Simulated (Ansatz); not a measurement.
Starting cell, NaBr (rock salt):

```xyz
4
Lattice="0.0000 6.0360 6.0360 3.0180 3.0180 6.0360 3.0180 3.0180 0.0000" Properties=species:S:1:pos:R:3 pbc="T T T"
Br     0.0000     0.0000     0.0000
Br     3.0180     6.0360     9.0540
Na     3.0180     9.0540     9.0540
Na     3.0180     6.0360     6.0360
```

A phonon eigenvector at X = (0.5, 0.5, 0.0) is frozen into this cell: atom i moves by Q times the vector below, so Q is the largest atomic displacement, in Å. The cell is held. (q is in reciprocal vectors of the primitive cell; the cell shown is doubled to hold the pattern.)

| atom | x | y | z |
|---|---|---|---|
| Br1 | 0.000 | 0.000 | -0.231 |
| Br2 | 0.000 | 0.000 | 0.231 |
| Na3 | 0.000 | 0.000 | 1.000 |
| Na4 | 0.000 | 0.000 | -1.000 |

These are PBE (plane waves to 420 eV, PAW, scalar-relativistic; Ansatz, a program for electronic structure) values and carry that method's errors. k mesh 10×10×10 (Γ-centred), Fermi-Dirac smearing 0.05 eV. Energies are smeared free energies. Compression counts positive. NaBr was relaxed with its symmetry unable to fall. ΔE is measured from the undisplaced structure.

```json
[
 {"Q (Å)": "-0.180", "P (GPa)": "0.44", "ΔE (meV/cell)": "[?]"},
 {"Q (Å)": "-0.150", "P (GPa)": "0.30", "ΔE (meV/cell)": "44.6"},
 {"Q (Å)": "-0.120", "P (GPa)": "0.19", "ΔE (meV/cell)": "[?]"},
 {"Q (Å)": "-0.090", "P (GPa)": "0.10", "ΔE (meV/cell)": "15.5"},
 {"Q (Å)": "-0.060", "P (GPa)": "0.04", "ΔE (meV/cell)": "6.8"},
 {"Q (Å)": "-0.030", "P (GPa)": "0.01", "ΔE (meV/cell)": "[?]"},
 {"Q (Å)": "0.000", "P (GPa)": "0.00", "ΔE (meV/cell)": "0.0"},
 {"Q (Å)": "0.030", "P (GPa)": "0.01", "ΔE (meV/cell)": "[?]"},
 {"Q (Å)": "0.060", "P (GPa)": "0.04", "ΔE (meV/cell)": "6.8"},
 {"Q (Å)": "0.090", "P (GPa)": "0.10", "ΔE (meV/cell)": "15.5"},
 {"Q (Å)": "0.120", "P (GPa)": "0.19", "ΔE (meV/cell)": "[?]"},
 {"Q (Å)": "0.150", "P (GPa)": "0.30", "ΔE (meV/cell)": "44.6"},
 {"Q (Å)": "0.180", "P (GPa)": "0.44", "ΔE (meV/cell)": "[?]"}
]
```

### Question
Fill in the missing entries.

### Answer

- -0.180, ΔE (meV/cell): 65.8
- -0.120, ΔE (meV/cell): 27.9
- -0.030, ΔE (meV/cell): 1.7
- 0.030, ΔE (meV/cell): 1.7
- 0.120, ΔE (meV/cell): 27.9
- 0.180, ΔE (meV/cell): 65.8

(A displaced cell: forces are minus the slopes of the energy, force constants its curvatures, and phonons follow from these.)
